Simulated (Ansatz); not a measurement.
A relaxation computed with Ansatz, from input to last step.

```yaml
crystal:
  lattice:
    - [0.0, 2.425, 2.425]
    - [2.425, 0.0, 2.425]
    - [2.425, 2.425, 0.0]
  atoms:
    - { symbol: Be, position: [0.0, 0.0, 0.0] }
    - { symbol: S, position: [0.25, 0.25, 0.25] }
basis:
  ecutwfc: 420
kpoints:
  mp_grid: { grid: [8, 8, 8] }
hamiltonian:
  xc: pbe
scf:
  occupations: { method: gaussian, width: 0.02 }
output:
  forces: true
  stress: true
  eigenvalues: true
  write_density: true
  write_potential: true
  elf: true
  volumetric_format: npy
relax:
  adjacent_minimum: "off"
  f_tol: 0.005
  max_steps: 80
  cell: { stress_tol: 0.05 }
```

```bash
ansatz run input.yaml --threads 1 --pin off --max-ram 2560MiB --backend cpu --events-out ev --progress --plain --runs-dir out
```

Level of theory: Ansatz 0.2.0, DFT PBE, scalar-relativistic, plane waves, PAW.

Of 4 frames 3 are shown, positions in Å and forces in eV/Å; the SCF threshold varies from step to step. Steps run on the plane waves of an earlier cell, with a Pulay correction in the pressure. The basis is chosen afresh for the last frame, the zero of the energies, and at times for earlier ones too; energy and pressure step there, also at an unchanged geometry.

```xyz
2
Lattice="0.0000 2.4250 2.4250 2.4250 0.0000 2.4250 2.4250 2.4250 0.0000" Properties=species:S:1:pos:R:3:forces:R:3 pbc="T T T" step=1 free_energy_over_end_meV_per_atom=1.10 pressure_GPa=1.55
Be    0.0000    0.0000    0.0000    0.0000    0.0000    0.0000
S     1.2125    1.2125    1.2125    0.0000    0.0000    0.0000
2
Lattice="0.0000 2.4325 2.4325 2.4325 0.0000 2.4325 2.4325 2.4325 0.0000" Properties=species:S:1:pos:R:3:forces:R:3 pbc="T T T" step=2 free_energy_over_end_meV_per_atom=0.20 pressure_GPa=0.64
Be    0.0000    0.0000    0.0000    0.0000    0.0000    0.0000
S     1.2163    1.2163    1.2163    0.0000    0.0000    0.0000
2
Lattice="0.0000 2.4379 2.4379 2.4379 0.0000 2.4379 2.4379 2.4379 0.0000" Properties=species:S:1:pos:R:3:forces:R:3 pbc="T T T" step=4 free_energy_over_end_meV_per_atom=0.00 pressure_GPa=0.02
Be    0.0000    0.0000    0.0000    0.0000    0.0000    0.0000
S     1.2190    1.2190    1.2190    0.0000    0.0000    0.0000
```

The run took 1.7 s on 1 thread of AMD EPYC 9R45 96-Core Processor (Zen 5), with other jobs on the host, peak memory 0.32 GiB.